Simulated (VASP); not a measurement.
Equation of state of Fe under r2SCAN

Symmetry: Im-3m, No. 229, cubic system. Conventional cell: a = 2.886 Å, b = 2.886 Å, c = 2.886 Å, α = 90.00°, β = 90.00°, γ = 90.00°. Fe (site symmetry m-3m) has 8 Fe at 2.50 Å as nearest neighbours.

The cell was scaled at fixed shape and fractions and run with VASP, PBE PAW files Fe, 520 eV; r2SCAN, k mesh 13 × 13 × 13 on the cell of 1 atom, fermi-dirac occupations of 0.05 eV, collinear spin, ferromagnetic start, no spin-orbit coupling. The potentials were made for PBE. Energies are those that the program minimises, any entropy of the smearing included. For a metal such a mesh isn't converged to the digits shown. The magnetic state is the one that the start led to, which needn't be the lowest.

```tsv
V (Å³/atom)	energy over the lowest row (meV/atom)
11.2976	11.99
11.5380	2.55
11.7784	0.00
12.0187	3.65
12.2591	12.68
12.4995	?
12.7399	44.26
```

Task: Fit the third-order Birch-Murnaghan form, give V0, B0 and B′, and predict the energy left open.

Result: With y = (V0/V)^(2/3), E = E0 + (9 V0 B0/16) [(y - 1)³ B′ + (y - 1)² (6 - 4y)]. Least squares through the rows shown give V0 = 11.7511 Å³/atom, E0 = -0.01 meV, B0 = 202.4 GPa (1 eV/Å³ = 160.218 GPa) and B′ = 5.36, with a largest miss of 0.03 meV. At V = 12.4995 the form with these constants gives 26.40 meV; the run gave 26.35 meV an atom. Measured volume: 11.77 Å³/atom (pmc:2430951, doi:10.1186/1467-4866-9-5), so the fit lies -0.2 % from it. Measured modulus: 167.6 GPa at 300 K (pmc:5793612, doi:10.3390/ma11010114), so the fit lies +20.8 % from it. The runs are for a static lattice.

The fit places the equilibrium volume of ferromagnetic bcc iron within 0.2 % of the measured one, yet its modulus of 202.4 GPa is far above the measured 167.6 GPa. A good minimum therefore doesn't guarantee a good curvature. Thermal softening accounts for only a small part of the excess, so most of it probably lies in the functional's description of itinerant magnetism.

Exchange splitting moves 3d electrons from bonding minority-spin into antibonding majority-spin states, which expands the lattice. Where the moment can still grow with volume, it also softens the crystal. r2SCAN is known to exaggerate the moment of iron; a majority band closer to saturation would respond less to strain and lose some of that softening. The close prediction of the omitted energy suggests a smooth magnetic branch over this range, without an abrupt spin transition, but it tests interpolation rather than the accuracy of the modulus. Moments resolved by volume would be needed to confirm the magnetic origin of the stiffness.
